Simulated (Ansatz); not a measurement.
# Co: the cost of one run

Method: DFT PBE+D3(BJ), scalar-relativistic, plane waves, PAW, in Ansatz 0.2.0.

### 1 The system as given

Symmetry: P-3m1, No. 164, trigonal system. Conventional cell: a = 2.487 Å, b = 2.487 Å, c = 4.063 Å, α = 90.00°, β = 90.00°, γ = 120.00°. Co (site symmetry 3m) is surrounded by 12 Co at 2.42 to 2.55 Å.

As a file:

```
Co
1.0
     2.48736    0.00000    0.00000
    -1.24368    2.15412    0.00000
     0.00000    0.00000    4.06329
Co
2
Cartesian
  1.2437 0.7180 1.0559
  0.0000 1.4361 3.0074
```

Source of the structure: the Materials Project (structure only).

(A quick probe on a coarse mesh, which set the mesh and smearing, is not shown.)

### 3 The relaxation

Contents of input.yaml:

```yaml
crystal:
  lattice:
    - [2.4873648738, 0.0, 0.0]
    - [-1.2436824369, 2.1541211692, 0.0]
    - [0.0, 0.0, 4.0632895034]
  atoms:
    - { symbol: Co, position: [0.66666667, 0.33333333, 0.259861], spin: 1.84 }
    - { symbol: Co, position: [0.33333333, 0.66666667, 0.740139], spin: 1.84 }
basis:
  ecutwfc: 420
kpoints:
  mp_grid: { grid: [21, 21, 10] }
hamiltonian:
  xc: pbe
  dispersion: d3bj
scf:
  occupations: { method: gaussian, width: 0.1 }
output:
  forces: true
  stress: true
  eigenvalues: true
  populations: true
magnetization:
  spin_polarized: true
relax:
  adjacent_minimum: "off"
  f_tol: 0.005
  max_steps: 80
  cell: { stress_tol: 0.05 }
```

**Question.** How long does this run take on 2 threads of an x86-64 CPU, shared host, and how much memory does it need?

About 60 s, with a peak of 0.73 GiB.
